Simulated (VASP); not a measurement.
The cell holds one NaBr (rock salt) (100) slab, with vacuum along c, ions free to move until forces fall under 0.03 eV/Å, no reconstruction beyond this cell, dipole correction on. Ionisation potential and electron affinity count from the cell's own band edges, surface states included.

Given:

```xyz
8
Lattice="4.2628 0.0000 0.0000 0.0000 4.2628 0.0000 0.0000 0.0000 27.2040" Properties=species:S:1:pos:R:3 pbc="T T T"
Br     0.0000     2.1314     9.0105
Br     0.0000     2.1314    15.0862
Br     2.1314     0.0000    12.1178
Br     2.1314     0.0000    18.1935
Na     2.1314     0.0000     9.1624
Na     0.0000     2.1314    12.0581
Na     2.1314     0.0000    15.1459
Na     0.0000     2.1314    18.0416
```

These are PBE GGA, VASP's PBE PAW potentials (set 64) (plane waves; VASP) values and carry that method's errors. Settings: 400 eV cut-off, 5×5×1 Γ-centred mesh, Gaussian smearing of 0.050 eV, potentials Br Na_pv.

Slab and bulk use different k-meshes, so the surface energy is good to a few per cent at best.

### Question
Predict its surface energy, ionisation potential, electron affinity, band gap (on the k-mesh).

### Answer

```json
{
  "surface_energy": "0.12 J/m^2",
  "ionisation_potential": "6.42 eV",
  "electron_affinity": "2.24 eV",
  "band gap (on the k-mesh)": "4.18 eV"
}
```

The cell is a thin slab with vacuum, built from NaBr (rock salt): (100) face.
